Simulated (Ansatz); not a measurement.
An Ansatz (a program for electronic structure) run: Li3N with a change (isotropic strain −0.74 %); DFT with r2SCAN, PAW potentials and a 500 eV plane-wave cutoff in Ansatz, without spin-orbit coupling.

Input:

Ansatz 0.2 input:
```yaml
crystal:
  lattice:
    - [3.5830594623, 0, 0]
    - [-1.7915297311, 3.1030205176, 0]
    - [0, 0, 3.8272500232]
  atoms:
    - { symbol: Li, position: [0, 0, 0.5] }
    - { symbol: Li, position: [0.3333333333, 0.6666666667, 0] }
    - { symbol: Li, position: [0.6666666667, 0.3333333333, 0] }
    - { symbol: N, position: [0, 0, 0] }
basis: { ecutwfc: 500, ecutrho_ratio: 4, xc_grid: 4, fft_grid_basis: typed }
kpoints: { mp_grid: { grid: [11, 11, 9] } }
hamiltonian:
  xc: r2scan
  dispersion: none
  pseudopotentials: { kind: paw }
scf: { occupations: { method: fermi_dirac, width: 0.05 }, convergence: { dr2_threshold: 0.0000000004 } }
relax: { f_tol: 0.005, max_steps: 50 }
output: { forces: true, stress: true }
checkpoint: { write: state.ck, write_every: 1000 }
```

Output:

```
Relaxation: its limit of steps is 50 (relax.max_steps)
WARN ansatz: RAYON_NUM_THREADS=2 ignored (pool sized by the plan → 2); use --threads N
Pseudopotentials: kind: paw
Pseudopotential: Li, paw, valence charge 3
Pseudopotential: N, paw, valence charge 5
Functional definition: r2SCAN
Crystal: 4 atoms, lattice volume = 42.553 Å³
Basis set: ecut = 500 eV, 1105 PW (Γ), exchange–correlation on 108×108×120 points (64 copies of the dense FFT grid, shifted against one another)
Bands: 11, of which v1, the nominal top of the filled ones, is band 7 counted from 1 (6 counted from 0)
Symmetry: 24 space group operations
Space group: P6/mmm (ITA 191), of the structure as read, at distance tolerance 3.5e-5 Å
k-points: 80 of 1089
PAW frozen core: N, regenerated for the run's functional
Initial density: superposition of atomic densities (neutral atoms: chi_scale 0, normalization atom), corrected by the library's trained network
Initial wavefunctions: pseudopotential atomic-orbital guess
Eigensolver: davidson
Functional: x = r2scan, c = r2scan; τ floored in thin density (d = 2e-4 eV/Å³)
SCF iter   1: F=—  HF=-1001.912551 eV  |F-HF|=—  |Δ(HF+E_count)|=         —  Δρ=6.07e-3  dr2=2.39e-2  dr2_τ=7.78e-2  ethr=1.77e-3  ⟨swp⟩=4.7  Hψ=4645  notcnv=0
all-band conjugate gradients solve this SCF's bands
preconditioner: auto → none
SCF iter   2: F=—  HF=-1001.994856 eV  |F-HF|=—  |Δ(HF+E_count)|=   8.23e-2  Δρ=5.66e-3  dr2=7.98e-3  dr2_τ=1.50e-3  ethr=1.71e-4  ⟨swp⟩=2.5  Hψ=2362  notcnv=0
SCF iter   3: F=—  HF=-1001.993982 eV  |F-HF|=—  |Δ(HF+E_count)|=   8.74e-4  Δρ=1.99e-3  dr2=1.92e-3  dr2_τ=1.66e-4  ethr=5.70e-5  ⟨swp⟩=2.0  Hψ=1438  notcnv=0
SCF iter   4: F=—  HF=-1001.993811 eV  |F-HF|=—  |Δ(HF+E_count)|=   1.71e-4  Δρ=5.39e-4  dr2=5.24e-5  dr2_τ=7.32e-6  ethr=1.37e-5  ⟨swp⟩=2.0  Hψ=1120  notcnv=0
SCF iter   5: F=—  HF=-1001.993821 eV  |F-HF|=—  |Δ(HF+E_count)|=   1.00e-5  Δρ=1.67e-4  dr2=6.56e-6  dr2_τ=4.91e-7  ethr=3.75e-7  ⟨swp⟩=2.0  Hψ=1205  notcnv=0
SCF iter   6: F=—  HF=-1001.993819 eV  |F-HF|=—  |Δ(HF+E_count)|=   2.08e-6  Δρ=2.67e-5  dr2=1.31e-7  dr2_τ=1.55e-8  ethr=4.69e-8  ⟨swp⟩=2.0  Hψ=1137  notcnv=0
SCF iter   7: F=—  HF=-1001.993819 eV  |F-HF|=—  |Δ(HF+E_count)|=   2.83e-7  Δρ=8.18e-6  dr2=4.16e-8  dr2_τ=1.50e-9  ethr=9.39e-10  ⟨swp⟩=2.2  Hψ=1212  notcnv=0
SCF iter   8: F=—  HF=-1001.993819 eV  |F-HF|=—  |Δ(HF+E_count)|=   1.44e-9  Δρ=8.96e-7  dr2=5.95e-10  dr2_τ=7.05e-12  ethr=2.97e-10  ⟨swp⟩=2.1  Hψ=1063  notcnv=0
SCF iter   9: F=-1001.993819 eV  HF=-1001.993819 eV  |F-HF|=1.23e-11  |Δ(HF+E_count)|=  3.99e-11  Δρ=1.71e-7  dr2=2.31e-11  dr2_τ=6.59e-13  ethr=2.86e-12  ⟨swp⟩=3.7  Hψ=2391  notcnv=0
SCF 1 converged in 9 iterations: F = -1001.993819 eV  dr2 = 2.31e-11
relax step   1: F+E_penalty+E_count = -1001.99381898 eV  Δ(F+E_penalty+E_count) = +0.000e0 eV  max|allowed force component| = 2.914e-16 eV/Å  Δτ_max = 0.0000 Å  (9 SCF iters, accepted)
Crystal: 4 atoms, lattice volume = 42.553 Å³
Initial density: handed on by an earlier stage of this run
Initial wavefunctions: those handed on with the density
iter 1 solved again at ethr=1.00e-12 eV; its pass at ethr=3.10e-3 eV (dr2=2.29e-11 eV) is discarded
SCF iter   1: F=—  HF=-1001.993819 eV  |F-HF|=—  |Δ(HF+E_count)|=         —  Δρ=1.71e-7  dr2=2.31e-11  dr2_τ=6.62e-13  ethr=1.00e-12  ⟨swp⟩=1.0  Hψ=5287  notcnv=0
preconditioner: auto → none
SCF iter   2: F=-1001.993819 eV  HF=-1001.993819 eV  |F-HF|=9.44e-12  |Δ(HF+E_count)|=  9.09e-13  Δρ=1.80e-7  dr2=1.24e-11  dr2_τ=2.17e-12  ethr=1.00e-12  ⟨swp⟩=3.0  Hψ=2080  notcnv=0
SCF 2 converged in 2 iterations: F = -1001.993819 eV  dr2 = 1.24e-11
the relaxation is at rest under the 24 symmetry operations that the run kept from its start: a minimum is not shown …
SCF converged after 2 iterations
Free energy (F): -1001.993819 eV
Harris-Foulkes:  -1001.993819 eV  (|F-HF|=9.44e-12)
Internal energy: -1001.993819 eV  (E = F + TS)
E sigma→0 (E₀):  -1001.993819 eV
Fermi energy:    3.255142 eV
--- Per-component energies (eV) ---
  E_band       = -270.910963
  E_kinetic    = 199.232908
  E_local      = -649.706031  (includes V_loc(G=0)·N_el)
  E_nonlocal   = -54.455018
  E_hartree    = 212.238191
  E_xc         = -92.483327
  E_vxc        = -131.761343  (∫ρ·V_xc dr)
  E_paw        = -193.907179  (= ΣΔE_a)
  E_vpaw       = -66.658136  (= ΣTr[D̂ρ^β])
  E_aug_tail   = -0.000279  (compensation charges beyond the density's cutoff)
  E_vtau       = 7.960491  (kinetic-family band-sum trace: ∫τ·v_τ [+ j·A + Jᵃ·Aᵃ] dr)
  E_ewald      = -422.883519
  E_core_change = -0.029565  (= ΣΔE_core)
  E_smearing   = -0.000000  (= −TS)
  E_closure    = -0.000000  (closes the sum)
  Σ components = -1001.993819   (vs F -1001.993819, Δ=0.00e0)
  [band-id]    e_kinetic+e_local+e_nonlocal+2·e_hartree+e_vxc+e_vpaw+e_augmentation_tail+e_vtau = -270.911026   (vs E_band -270.910963, Δ=-6.29e-5)
--- Forces (eV/Å), atoms counted from 1 ---
  atom   1  Li     0.00000000     0.00000000     0.00000000
  atom   2  Li     0.00000000     0.00000000     0.00000000
  atom   3  Li    -0.00000000    -0.00000000    -0.00000000
  atom   4  N     -0.00000000    -0.00000000     0.00000000
  max |Σ_I F_I| component: 8.88e-30 eV/Å
--- Stress (GPa, compression-positive) ---
        1.318912       0.000000       0.000000
        0.000000       1.318912       0.000000
        0.000000       0.000000       1.284937
  P = ⅓ Tr σ = 1.3076 GPa (13.076 kbar)
  The stress holds the Pulay correction. Without it, at fixed plane waves, as pw.x and ABINIT print it: P = 1.2874 GPa
  The stress includes an estimate of the error left by incomplete SCF convergence (largest component 0.0001 GPa).
--- Band table ---
  band table: none
--- Relaxed structure (1 steps of the walk, 1 accepted, 0 SCFs on fresh bases) ---
  F+E_penalty+E_count = -1001.99381898 eV   max|allowed force component| = 2.914e-16 eV/Å
  atoms:
    - { symbol: Li, position: [0.0, 0.0, 0.5000000000000001] }
    - { symbol: Li, position: [0.3333333333333333, 0.6666666666666667, 0.0] }
    - { symbol: Li, position: [0.6666666666666667, 0.3333333333333333, 0.0] }
    - { symbol: N, position: [0.0, 0.0, 0.0] }
```

No phonon test of stability was made. The cell was made from Li3N (space group P6/mmm, No. 191) by this change: isotropic strain −0.74 %.
